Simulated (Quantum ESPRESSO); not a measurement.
# Au (Fm-3m) in Quantum ESPRESSO: notebook

Aim: see how the results for Au move with the level of theory and the settings. Levels: PBE, rev-vdW-DF2. Tasks: band structure, single point, equation of state.

Program: Quantum ESPRESSO 7.5. These are calculated values, not measurements. Logs are shortened: lines on timing, memory, paths and dates and some standing lists are left out, and cuts for length are marked.

**What was measured.**

“Exploring toroidal anvil profiles for larger sample volumes above 4 Mbar”, 2024, pmc:11102561 quotes, for a bulk crystal of Au: bulk modulus 167 GPa.

How close the calculation comes is told below.

**1. The crystal as given**

It takes space group Fm-3m (No. 225, cubic). Conventional cell: a = 4.070 Å, b = 4.070 Å, c = 4.070 Å, α = 90.00°, β = 90.00°, γ = 90.00°. Around Au (site symmetry m-3m) lie 12 Au at 2.88 Å.

**2. Band structure, PBE, spin-orbit coupling, no magnetisation**

pw.in

```
&CONTROL
  calculation = 'scf'
  prefix = 'pwscf'
  outdir = './tmp'
  pseudo_dir = './pseudo'
  tprnfor = .true.
  tstress = .true.
  disk_io = 'low'
/
&SYSTEM
  ibrav = 0
  nat = 1
  ntyp = 1
  ecutwfc = 76
  nbnd = 32
  occupations = 'smearing'
  smearing = 'fd'
  degauss = 0.00367493
  noncolin = .true.
  lspinorb = .true.
/
&ELECTRONS
  conv_thr = 2d-10
  electron_maxstep = 120
  mixing_beta = 0.5
/
ATOMIC_SPECIES
Au   196.9666 Au.upf
CELL_PARAMETERS angstrom
   0.0000000000    2.0350000000    2.0350000000
   2.0350000000    0.0000000000    2.0350000000
   2.0350000000    2.0350000000    0.0000000000
ATOMIC_POSITIONS crystal
Au     0.0000000000    0.0000000000    0.0000000000
K_POINTS automatic
11 11 11 0 0 0
```

bands.in

```
&CONTROL
  calculation = 'bands'
  prefix = 'pwscf'
  outdir = './tmp'
  pseudo_dir = './pseudo'
  disk_io = 'low'
  verbosity = 'high'
/
&SYSTEM
  ibrav = 0
  nat = 1
  ntyp = 1
  ecutwfc = 76
  nbnd = 32
  occupations = 'smearing'
  smearing = 'fd'
  degauss = 0.00367493
  noncolin = .true.
  lspinorb = .true.
/
&ELECTRONS
  conv_thr = 1d-08
  electron_maxstep = 120
  mixing_beta = 0.5
  diago_full_acc = .true.
/
ATOMIC_SPECIES
Au   196.9666 Au.upf
CELL_PARAMETERS angstrom
   0.0000000000    2.0350000000    2.0350000000
   2.0350000000    0.0000000000    2.0350000000
   2.0350000000    2.0350000000    0.0000000000
ATOMIC_POSITIONS crystal
Au     0.0000000000    0.0000000000    0.0000000000
K_POINTS crystal
60
 0.0000000000  0.0000000000  0.0000000000 1
 0.0625000000  0.0000000000  0.0625000000 1
 0.1250000000  0.0000000000  0.1250000000 1
 0.1875000000  0.0000000000  0.1875000000 1
 0.2500000000  0.0000000000  0.2500000000 1
 0.3125000000  0.0000000000  0.3125000000 1
 0.3750000000  0.0000000000  0.3750000000 1
 0.4375000000  0.0000000000  0.4375000000 1
 0.5000000000  0.0000000000  0.5000000000 1
 0.5000000000  0.0625000000  0.5625000000 1
 0.5000000000  0.1250000000  0.6250000000 1
 0.5000000000  0.1875000000  0.6875000000 1
 0.5000000000  0.2500000000  0.7500000000 1
 0.4375000000  0.3125000000  0.7500000000 1
 0.3750000000  0.3750000000  0.7500000000 1
 0.3375000000  0.3375000000  0.6750000000 1
 0.3000000000  0.3000000000  0.6000000000 1
 0.2625000000  0.2625000000  0.5250000000 1
 0.2250000000  0.2250000000  0.4500000000 1
 0.1875000000  0.1875000000  0.3750000000 1
 0.1500000000  0.1500000000  0.3000000000 1
 0.1125000000  0.1125000000  0.2250000000 1
 0.0750000000  0.0750000000  0.1500000000 1
 0.0375000000  0.0375000000  0.0750000000 1
 0.0000000000  0.0000000000  0.0000000000 1
 0.0625000000  0.0625000000  0.0625000000 1
 0.1250000000  0.1250000000  0.1250000000 1
 0.1875000000  0.1875000000  0.1875000000 1
 0.2500000000  0.2500000000  0.2500000000 1
 0.3125000000  0.3125000000  0.3125000000 1
 0.3750000000  0.3750000000  0.3750000000 1
 0.4375000000  0.4375000000  0.4375000000 1
 0.5000000000  0.5000000000  0.5000000000 1
 0.5250000000  0.4500000000  0.5250000000 1
 0.5500000000  0.4000000000  0.5500000000 1
 0.5750000000  0.3500000000  0.5750000000 1
 0.6000000000  0.3000000000  0.6000000000 1
 0.6250000000  0.2500000000  0.6250000000 1
 0.5833333333  0.2500000000  0.6666666667 1
 0.5416666667  0.2500000000  0.7083333333 1
 0.5000000000  0.2500000000  0.7500000000 1
 0.5000000000  0.2857142857  0.7142857143 1
 0.5000000000  0.3214285714  0.6785714286 1
 0.5000000000  0.3571428571  0.6428571429 1
 0.5000000000  0.3928571429  0.6071428571 1
 0.5000000000  0.4285714286  0.5714285714 1
 0.5000000000  0.4642857143  0.5357142857 1
 0.5000000000  0.5000000000  0.5000000000 1
 0.4821428571  0.4821428571  0.5357142857 1
 0.4642857143  0.4642857143  0.5714285714 1
 0.4464285714  0.4464285714  0.6071428571 1
 0.4285714286  0.4285714286  0.6428571429 1
 0.4107142857  0.4107142857  0.6785714286 1
 0.3928571429  0.3928571429  0.7142857143 1
 0.3750000000  0.3750000000  0.7500000000 1
 0.6250000000  0.2500000000  0.6250000000 1
 0.5937500000  0.1875000000  0.5937500000 1
 0.5625000000  0.1250000000  0.5625000000 1
 0.5312500000  0.0625000000  0.5312500000 1
 0.5000000000  0.0000000000  0.5000000000 1
```

Potentials or basis: PseudoDojo 0.4 FR PBE standard.

Run with:

```
> OMP_NUM_THREADS=1 pw.x -in pw.in > pw.out
> OMP_NUM_THREADS=1 pw.x -in bands.in > bands.out
```

pw.out:

```text
This program is part of the open-source Quantum ESPRESSO suite
     for quantum simulation of materials; please cite
[... 9 lines left out ...]
     --------------------
     sticks:   dense  smooth     PW     G-vecs:    dense   smooth      PW
     Sum         613     613    199                10081    10081    1807

     Using Slab Decomposition

     bravais-lattice index     =            0
     lattice parameter (alat)  =       5.4385  a.u.
     unit-cell volume          =     113.7417 (a.u.)^3
     number of atoms/cell      =            1
     number of atomic types    =            1
     number of electrons       =        19.00
     number of Kohn-Sham states=           32
     kinetic-energy cutoff     =      76.0000  Ry
     charge density cutoff     =     304.0000  Ry
     scf convergence threshold =      2.0E-10
     mixing beta               =       0.5000
     number of iterations used =            8  plain     mixing
     Exchange-correlation= PBE
                           (   1   4   3   4   0   0   0)
     Non magnetic calculation with spin-orbit

     celldm(1)=   5.438489  celldm(2)=   0.000000  celldm(3)=   0.000000
     celldm(4)=   0.000000  celldm(5)=   0.000000  celldm(6)=   0.000000

     crystal axes: (cart. coord. in units of alat)
               a(1) = (   0.000000   0.707107   0.707107 )
               a(2) = (   0.707107   0.000000   0.707107 )
               a(3) = (   0.707107   0.707107   0.000000 )

     reciprocal axes: (cart. coord. in units 2 pi/alat)
               b(1) = ( -0.707107  0.707107  0.707107 )
               b(2) = (  0.707107 -0.707107  0.707107 )
               b(3) = (  0.707107  0.707107 -0.707107 )

     PseudoPot. # 1 for Au read from file:
     Au.upf
     Pseudo is Norm-conserving + core correction, Zval = 19.0
     Generated using ONCVPSP code by D. R. Hamann
     Using radial grid of 1356 points, 12 beta functions with:
                l(1) =   0
                l(2) =   0
                l(3) =   1
                l(4) =   1
                l(5) =   1
                l(6) =   1
                l(7) =   2
                l(8) =   2
                l(9) =   2
               l(10) =   2
               l(11) =   3
               l(12) =   3

     atomic species   valence    mass     pseudopotential
     Au               19.00   196.96660     Au( 1.00)

     48 Sym. Ops., with inversion, found

   Cartesian axes

     site n.     atom                  positions (alat units)
         1        Au     tau(   1) = (   0.0000000   0.0000000   0.0000000  )

     number of k points=    56  Fermi-Dirac smearing, width (Ry)=  0.0037
                       cart. coord. in units 2pi/alat
        k(    1) = (   0.0000000   0.0000000   0.0000000), wk =   0.0007513
        k(    2) = (   0.0642824   0.0642824  -0.0642824), wk =   0.0060105
        k(    3) = (   0.1285649   0.1285649  -0.1285649), wk =   0.0060105
        k(    4) = (   0.1928473   0.1928473  -0.1928473), wk =   0.0060105
        k(    5) = (   0.2571297   0.2571297  -0.2571297), wk =   0.0060105
        k(    6) = (   0.3214122   0.3214122  -0.3214122), wk =   0.0060105
[... 48 lines left out ...]
        k(   55) = (  -0.0642824  -0.4499770   0.7071068), wk =   0.0180316
        k(   56) = (   0.0000000  -0.3856946   0.6428243), wk =   0.0180316

     Dense  grid:    10081 G-vectors     FFT dimensions: (  32,  32,  32)

     Initial potential from superposition of free atoms

     starting charge      18.9999, renormalised to      19.0000
     Starting wfcs are   20 randomized atomic wfcs +   12 random wfcs

     Self-consistent Calculation

     iteration #  1     ecut=    76.00 Ry     beta= 0.50
     Davidson diagonalization with overlap
     ethr =  1.00E-02,  avg # of iterations =  5.3

     Threshold (ethr) on eigenvalues was too large:
     Diagonalizing with lowered threshold

     Davidson diagonalization with overlap
     ethr =  3.43E-04,  avg # of iterations =  1.9

     total energy              =    -295.39176472 Ry
     estimated scf accuracy    <       0.06433044 Ry

     iteration #  2     ecut=    76.00 Ry     beta= 0.50
     Davidson diagonalization with overlap
     ethr =  3.39E-04,  avg # of iterations =  2.0

     total energy              =    -295.40668716 Ry
     estimated scf accuracy    <       0.00349361 Ry

     iteration #  3     ecut=    76.00 Ry     beta= 0.50
     Davidson diagonalization with overlap
     ethr =  1.84E-05,  avg # of iterations =  3.4

     total energy              =    -295.40718883 Ry
     estimated scf accuracy    <       0.00039058 Ry
[... 19 lines left out ...]
     total energy              =    -295.40722362 Ry
     estimated scf accuracy    <       0.00000002 Ry

     iteration #  7     ecut=    76.00 Ry     beta= 0.50
     Davidson diagonalization with overlap
     ethr =  1.05E-10,  avg # of iterations =  2.0

     total energy              =    -295.40722363 Ry
     estimated scf accuracy    <          1.5E-09 Ry

     iteration #  8     ecut=    76.00 Ry     beta= 0.50
     Davidson diagonalization with overlap
     ethr =  8.01E-12,  avg # of iterations =  2.0

     End of self-consistent calculation

          k = 0.0000 0.0000 0.0000 (  1243 PWs)   bands (ev):

   -84.3703 -84.3703 -47.9940 -47.9940 -31.3957 -31.3957 -31.3957 -31.3957
    11.0377  11.0377  15.6536  15.6536  15.6536  15.6536  16.8432  16.8432
    18.0829  18.0829  18.0829  18.0829  35.4716  35.4716  38.6906  38.6906
    39.7605  39.7605  39.7605  39.7605  44.5235  44.5235  47.7677  47.7677

          k = 0.0643 0.0643-0.0643 (  1273 PWs)   bands (ev):

   -84.3693 -84.3693 -47.9976 -47.9976 -31.4136 -31.4136 -31.3994 -31.3994
    11.3257  11.3257  15.6516  15.6516  15.6973  15.6973  16.8912  16.8912
    17.9931  17.9931  18.1014  18.1014  35.7931  35.7931  37.6732  37.6732
    39.4988  39.4988  40.1055  40.1055  44.8534  44.8534  46.8213  46.8213

          k = 0.1286 0.1286-0.1286 (  1278 PWs)   bands (ev):

   -84.3665 -84.3665 -48.0074 -48.0074 -31.4612 -31.4612 -31.4092 -31.4092
    12.1127  12.1127  15.6462  15.6462  15.7614  15.7614  17.0762  17.0762
    17.8237  17.8237  18.2320  18.2320  34.6042  34.6042  36.6377  36.6377
    40.0366  40.0366  40.9885  40.9885  42.9770  42.9770  45.0190  45.0190
[... 360 lines left out ...]
   -84.3536 -84.3536 -48.0541 -48.0541 -31.6075 -31.6075 -31.5334 -31.5334
    14.5851  14.5851  14.8684  14.8684  16.5236  16.5236  18.1292  18.1292
    19.3780  19.3780  24.3091  24.3091  26.9213  26.9213  29.0720  29.0720
    31.0602  31.0602  42.2280  42.2280  42.8715  42.8715  45.7376  45.7376

          k = 0.0000-0.3857 0.6428 (  1261 PWs)   bands (ev):

   -84.3535 -84.3535 -48.0544 -48.0544 -31.6033 -31.6033 -31.5398 -31.5398
    14.7677  14.7677  15.2501  15.2501  16.0565  16.0565  17.8654  17.8654
    19.3557  19.3557  25.2545  25.2545  26.6849  26.6849  28.0909  28.0909
    31.2160  31.2160  42.1944  42.1944  44.1910  44.1910  45.9818  45.9818

     the Fermi energy is    21.0612 ev

!    total energy              =    -295.40722363 Ry
     estimated scf accuracy    <          2.7E-11 Ry
     smearing contrib. (-TS)   =      -0.00019671 Ry
     internal energy E=F+TS    =    -295.40702692 Ry

     The total energy is F=E-TS. E is the sum of the following terms:
     one-electron contribution =     -81.08605768 Ry
     hartree contribution      =      51.59812742 Ry
     xc contribution           =     -50.72012039 Ry
     ewald contribution        =    -215.19897627 Ry

     convergence has been achieved in   8 iterations

     Forces acting on atoms (cartesian axes, Ry/au):

     atom    1 type  1   force =     0.00000000    0.00000000    0.00000000

     Total force =     0.000000     Total SCF correction =     0.000000

     Computing stress (Cartesian axis) and pressure

          total   stress  (Ry/bohr**3)                   (kbar)     P=       93.72
   0.00063712   0.00000000   0.00000000           93.72        0.00        0.00
   0.00000000   0.00063712   0.00000000            0.00       93.72        0.00
   0.00000000   0.00000000   0.00063712            0.00        0.00       93.72

=------------------------------------------------------------------------------=
   JOB DONE.
=------------------------------------------------------------------------------=
```

Run time: 93 s. Hardware: 1 thread of Arm Neoverse V1, shared host; peak memory 0.12 GiB.

What came out:

```yaml
Free_energy: -4019.2200 eV
Pressure: 9.4 GPa
Band_gap_on_the_k_mesh: none (metal or under the smearing width)
```

Levels at the corners of the path, in eV from the Fermi level:
```csv
point,band 14,band 15,band 16,band 17,band 18,band 19,band 20,band 21,band 22,band 23
Γ,-5.41,-4.22,-4.22,-2.98,-2.98,-2.98,-2.98,14.41,14.41,17.63
X,-2.27,-2.05,-2.05,-1.03,-1.03,0.72,0.72,5.87,5.87,9.26
W,-5.13,-3.23,-3.23,-1.61,-1.61,4.74,4.74,5.56,5.56,6.82
K,-4.03,-2.98,-2.98,-1.93,-1.93,3.76,3.76,4.60,4.60,7.44
Γ,-5.41,-4.22,-4.22,-2.98,-2.98,-2.98,-2.98,14.41,14.41,17.63
L,-4.35,-2.32,-2.32,-1.60,-1.60,-1.19,-1.19,3.17,3.17,13.85
U,-4.03,-2.98,-2.98,-1.93,-1.93,3.76,3.76,4.60,4.60,7.44
W,-5.13,-3.23,-3.23,-1.61,-1.61,4.74,4.74,5.56,5.56,6.82
L,-4.35,-2.32,-2.32,-1.60,-1.60,-1.19,-1.19,3.17,3.17,13.85
K,-4.03,-2.98,-2.98,-1.93,-1.93,3.76,3.76,4.60,4.60,7.44
U,-4.03,-2.98,-2.98,-1.93,-1.93,3.76,3.76,4.60,4.60,7.44
X,-2.27,-2.05,-2.05,-1.03,-1.03,0.72,0.72,5.87,5.87,9.26
```

**3. Single point, rev-vdW-DF2, 15.84 Å³/atom**

pw.in

```
&CONTROL
  calculation = 'scf'
  prefix = 'pwscf'
  outdir = './tmp'
  pseudo_dir = './pseudo'
  tprnfor = .true.
  tstress = .true.
  disk_io = 'nowf'
/
&SYSTEM
  ibrav = 0
  nat = 1
  ntyp = 1
  ecutwfc = 76
  nbnd = 16
  input_dft = 'vdw-df2-b86r'
  occupations = 'smearing'
  smearing = 'fd'
  degauss = 0.00367493
/
&ELECTRONS
  conv_thr = 2d-10
  electron_maxstep = 120
  mixing_beta = 0.5
/
ATOMIC_SPECIES
Au   196.9666 Au.upf
CELL_PARAMETERS angstrom
   0.0000000000    1.9934577312    1.9934577312
   1.9934577312    0.0000000000    1.9934577312
   1.9934577312    1.9934577312    0.0000000000
ATOMIC_POSITIONS crystal
Au     0.0000000000    0.0000000000    0.0000000000
K_POINTS automatic
11 11 11 0 0 0
```

Potentials or basis: PseudoDojo 0.4.1 SR PBE standard.

Run with:

```
> OMP_NUM_THREADS=1 pw.x -in pw.in > pw.out
```

It took 66 s on 1 thread of Arm Neoverse V2, shared host; peak memory 0.07 GiB.

It converged, with:

* Free energy: -4032.5511 eV
* Pressure: 21.0 GPa
* Band gap on the k mesh: none (metal or under the smearing width)

Caveat: the potentials were made for another functional, which shifts forces and pressure.

[end of part 1 of 2]
